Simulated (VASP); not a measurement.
Wanted: the native input for a VASP 6.6.1 run.

```
Task                   : relaxation of cell and atoms
Functional             : RPBE
Dispersion             : D4
Potentials or basis    : VASP PAW PBE potentials, release 64 (Ti_sv, O)
Cutoff                 : 600 eV
k mesh                 : 6 × 6 × 9
Occupations            : fermi-dirac, width 0.05 eV
Spin                   : no spin polarisation
Further INCAR settings : ALGO = Normal; EDIFF = 1e-07; IBRION = 2; EDIFFG = -0.01; NSW = 60; ISIF = 3
```

The structure of TiO2 lies in POSCAR:

```
TiO2
1.0
    4.5998373239      0.0000000000      0.0000000000
    0.0000000000      4.5998373239      0.0000000000
    0.0000000000      0.0000000000      2.9592135600
Ti O
2 4
Direct
    0.0000000000      0.0000000000      0.5000000000
    0.5000000000      0.5000000000      0.0000000000
    0.3043213200      0.3043213200      0.5000000000
    0.1956786800      0.8043213200      0.0000000000
    0.8043213200      0.1956786800      0.0000000000
    0.6956786800      0.6956786800      0.5000000000
```

The cell is a database's computed one.

These files were run (other wordings do the same):

INCAR

```
PREC = Accurate ; ENCUT = 600
EDIFF = 1E-7 ; ISMEAR = -1
SIGMA = 0.05 ; LREAL = False
LASPH = True ; NELM = 80
ALGO = Normal ; ISIF = 3
LWAVE = False ; LCHARG = False
GGA = RP ; IVDW = 13
IBRION = 2 ; NSW = 60
EDIFFG = -0.01
```

KPOINTS

```
regular mesh
0
Gamma
  6 6 9
```

Potentials or basis: VASP PAW PBE potentials, release 64 (Ti_sv, O).

The run is started by

```console
$ cat potpaw_PBE.64/Ti_sv/POTCAR potpaw_PBE.64/O/POTCAR > POTCAR
$ mpirun -np 1 vasp_std > vasp.out
```

It gave:

| Quantity | Value |
| --- | --- |
| Relaxed volume | 10.42 Å³/atom |
| Relaxed cell | a = 4.595 Å, b = 4.595 Å, c = 2.960 Å, α = 90.00°, β = 90.00°, γ = 90.00° |
| Space group after relaxing (to 0.05 Å) | P4_2/mnm (No. 136) |
| Energy gained by relaxing | 0.0 meV/atom |
| Ionic steps | 4 |
| Pressure after relaxing | 0.0 GPa |
| Largest force after relaxing | 0.006 eV/Å |
| Band gap on the k mesh | 1.87 eV, direct |
| Dispersion energy per atom | -0.451 eV |

Caveat: the PAW data sets were made with another functional, which shifts forces and pressure a little; an odd mesh through Γ misses points on the zone boundary, where band edges often lie.

It took 4.5 min on 1 thread of Intel(R) Xeon(R) Platinum 8259CL CPU @ 2.50GHz (Skylake/Cascade Lake), on a shared host, peak memory 0.24 GiB.
